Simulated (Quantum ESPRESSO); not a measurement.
# Cr under changes of volume

One of the cells (14.066 Å³/atom); the others are scaled copies at fixed shape and fractional positions:

```
CELL_PARAMETERS angstrom
2.71400 0.00000 0.00000
-1.35700 2.35039 0.00000
0.00000 0.00000 4.41000
ATOMIC_POSITIONS crystal
Cr 0.66667 0.33333 0.75000
Cr 0.33333 0.66667 0.25000
```

This isn't the form of Cr at room conditions, which is bcc.

| Property | Result |
| --- | --- |
| Program | Quantum ESPRESSO 7.5 |
| Functional | PBE |
| Potentials or basis | SSSP 1.3 efficiency PBE |
| Cutoff | 748 eV |
| Density cutoff | 5987 eV |
| k mesh | 11 × 11 × 6 |
| Occupations | fermi-dirac, width 0.05 eV |
| Spin | collinear spin, ferromagnetic start |
| Starting moments | [3.0, 3.0] μB |

```tsv
volume (Å³/atom)	energy over the lowest point (meV/atom)	pressure (GPa)	moment (μB per cell)
13.222	0.00	-18.6	1.28
13.503	34.27	-21.1	1.51
13.784	72.99	-23.3	1.67
14.066	?	?	?
14.347	161.13	-26.3	2.13
14.628	207.48	-27.0	2.44
14.910	255.00	-27.6	2.69
```

**Question.** What does the run at 14.066 Å³/atom give?

**Answer.** Energy over the lowest point 115.69 meV/atom; pressure -25.1 GPa; moment 1.84 μB per cell.

Worked out: A Birch-Murnaghan fit of order 3 (a polynomial in V^(-2/3)) to the other rows has no minimum within the range. It gives 115.93 meV/atom at 14.066 Å³/atom, against the run's 115.69, and -dE/dV = -25.1 GPa, against -25.1. A parabola through the other rows of the moment, of slope 0.832 μB per Å³/atom there, gives 1.91 μB, against the run's 1.84.

Energies are extrapolated to zero smearing.
